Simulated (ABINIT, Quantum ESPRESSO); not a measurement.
# Cost and result for the electronic dielectric constant of ZnSe

**What was measured.** The electronic dielectric constant of ZnSe (Stilleite) (F-43m) is reported as 5.9 (a printed reference work). The runs below try to reproduce it.

It takes space group F-43m (No. 216, cubic). Conventional cell: a = 5.668 Å, b = 5.668 Å, c = 5.668 Å, α = 90.00°, β = 90.00°, γ = 90.00°. Around Se (site symmetry -43m) lie 4 Zn at 2.45 Å. Zn (site symmetry -43m) has 4 Se at 2.45 Å as nearest neighbours.

```tsv
rung	level	program and potentials	cutoff (eV)	k mesh	smearing	task	core time	chip	electronic dielectric constant	miss	notes
LDA	LDA	Quantum ESPRESSO, GBRV 1.5 LDA	612	6 × 6 × 6, shifted	fixed	phonons	5.5 min	Intel Xeon Platinum 8375C Ice Lake	7.51	+27.3 %	13 valence electrons an atom on average; cell relaxed first (21.52 Å³/atom)
GGA	PBE	Quantum ESPRESSO, SSSP 1.3 efficiency PBE	748	6 × 6 × 6, shifted	fixed	phonons	9.6 min	Intel Xeon 6975P-C Granite Rapids	7.35	+24.6 %	13 valence electrons an atom on average; cell relaxed first (23.55 Å³/atom)
GGA	PBE	Quantum ESPRESSO, SG15 PBE 1.2	952	6 × 6 × 6, shifted	fixed	phonons	10 min	Intel Xeon 6975P-C Granite Rapids	7.42	+25.8 %	13 valence electrons an atom on average; cell relaxed first (23.56 Å³/atom)
GGA	PBE	ABINIT, SG15 NC PBE v1.2	1061	4 × 4 × 4, 4 shifts	fixed	phonons	23 min	Arm Neoverse V1	7.43	+25.9 %	13 valence electrons an atom on average
LDA	LDA	ABINIT, PseudoDojo NC SR LDA v0.4.1 standard	1061	4 × 4 × 4, 4 shifts	fixed	phonons	28 min	Arm Neoverse V2	7.81	+32.4 %	18 valence electrons an atom on average
GGA	PBEsol	ABINIT, PseudoDojo NC SR PBEsol v0.4.1 standard	1061	4 × 4 × 4, 4 shifts	fixed	dielectric tensor	29 min	Arm Neoverse V1	7.58	+28.5 %	18 valence electrons an atom on average
```

Times are single runs on shared hosts and different chips, so they are rough; meshes, cutoffs and the tasks' sizes weigh on the time. All rows: no spin polarisation. Smearing widths are in eV. The cell comes from a database and isn't always the measured one. Meshes differ between rows, which moves values too. All levels ran on this one cell, unrelaxed unless noted. Meshes are those of the run's cell of 2 atoms unless a note names another. Misses use the values as printed. Runs on faulty files, with rough fits or with known faults for this quantity aren't shown. No row holds spin-orbit coupling.

By rung: LDA in relaxed cells 7.51; LDA 7.81; GGA in relaxed cells 7.35 to 7.42; GGA 7.43 to 7.58. Measured: 5.9 (a printed reference work). Closest is PBE with Quantum ESPRESSO, SSSP 1.3 efficiency PBE (+24.6 %). The runs are for a static lattice, while measurements hold temperature and zero-point motion.
